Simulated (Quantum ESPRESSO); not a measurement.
# TePb under changes of volume

One of the cells (32.055 Å³/atom); the others are scaled copies at fixed shape and fractional positions:

```xyz
2
Lattice="4.0023 0.0000 0.0000 0.0000 4.0023 0.0000 0.0000 0.0000 4.0023" Properties=species:S:1:pos:R:3 pbc="T T T"
Pb    0.0000    0.0000    0.0000
Te    2.0011    2.0011    2.0011
```

Measurements of this composition are mostly on another form, of space group No. 225.

```yaml
Program: Quantum ESPRESSO 7.5
Functional: PBEsol
Potentials_or_basis: PseudoDojo 0.4.1 SR PBEsol standard
Cutoff: 1088 eV
Density_cutoff: 4354 eV
k_mesh: 7 × 7 × 7
Occupations: fermi-dirac, width 0.05 eV
Spin: no spin polarisation
```

| volume (Å³/atom) | energy over the lowest point (meV/atom) | pressure (GPa) |
| --- | --- | --- |
| 30.132 | 0.00 | -0.2 |
| 30.773 | ? | ? |
| 31.414 | 8.14 | -1.9 |
| 32.055 | 17.05 | -2.7 |
| 32.696 | 28.78 | -3.3 |
| 33.337 | 43.06 | -3.9 |
| 33.978 | 59.64 | -4.5 |

Q: What does the run at 30.773 Å³/atom give?

A: Energy over the lowest point 2.34 meV/atom; pressure -1.1 GPa.

Worked out: A Birch-Murnaghan fit of order 3 (a polynomial in V^(-2/3)) to the other rows has its minimum at 30.05 Å³/atom, just outside them, with B0 = V·E''(V) = 45 GPa and B' = 3.8. It gives 2.35 meV/atom at 30.773 Å³/atom, against the run's 2.34, and -dE/dV = -1.0 GPa, against -1.1.

Energies are extrapolated to zero smearing.
